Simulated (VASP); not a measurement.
Write the native input for VASP 6.6.1 that does the following.

```yaml
Task: single point
Functional: PBE
Potentials_or_basis: VASP PAW PBE potentials, release 64 (Mg)
Cutoff: 520 eV
k_mesh: 12 × 12 × 1
Occupations: gaussian, width 0.1 eV
Spin: no spin polarisation
Dipole_correction: yes
Further_INCAR_settings: ALGO = Fast; EDIFF = 1e-06; NBANDS = 10
```

The structure of Mg lies in POSCAR:

```
Mg
1.0
    3.2100636643      0.0000000000      0.0000000000
   -1.6050318322      2.7799966811      0.0000000000
    0.0000000000      0.0000000000     20.1379319418
Mg
3
Direct
    0.3333333333      0.6666666667      0.3724314901
    0.6666666667      0.3333333333      0.5000000000
    0.3333333333      0.6666666667      0.6275685099
```

The slab is cut from a database's or a generator's crystal, which needn't be the stable form of the element.

The cell isn't the ideal one: (0 0 1) slab cut from the bulk.

One way to write it, as run:

INCAR

```
SYSTEM = Mg
PREC     = Accurate       ! precision mode
ENCUT    = 520            ! plane-wave cutoff, eV
EDIFF    = 1E-6           ! SCF threshold, eV
ISMEAR   = 0              ! smearing method
SIGMA    = 0.1            ! smearing width, eV
LREAL    = .False.        ! projectors in reciprocal space
LASPH    = .True.         ! aspherical terms in the spheres
NELM     = 100            ! most SCF steps
ALGO     = Fast           ! electronic algorithm
ISIF     = 2              ! what is computed and relaxed
LWAVE    = .False.        ! write WAVECAR
LCHARG   = .False.        ! write CHGCAR
LDIPOL   = .True.       
IDIPOL   = 3            
DIPOL    = 0.5 0.5 0.500
GGA      = PE             ! functional
NBANDS   = 10             ! bands
```

KPOINTS

```
regular mesh
0
Gamma
  12 12 1
  0 0 0
```

Potentials or basis: VASP PAW PBE potentials, release 64 (Mg).

Command:

```console
$ cat potpaw_PBE.64/Mg/POTCAR > POTCAR
$ mpirun -np 1 vasp_std > vasp.out
```

It gave:

```yaml
Largest_force: 0.046 eV/Å
Band_gap_on_the_k_mesh: none (metal or under the smearing width)
```

It took 44 s on 1 thread of Intel(R) Xeon(R) Platinum 8259CL CPU @ 2.50GHz (Skylake/Cascade Lake), on a shared host, peak memory 0.27 GiB.
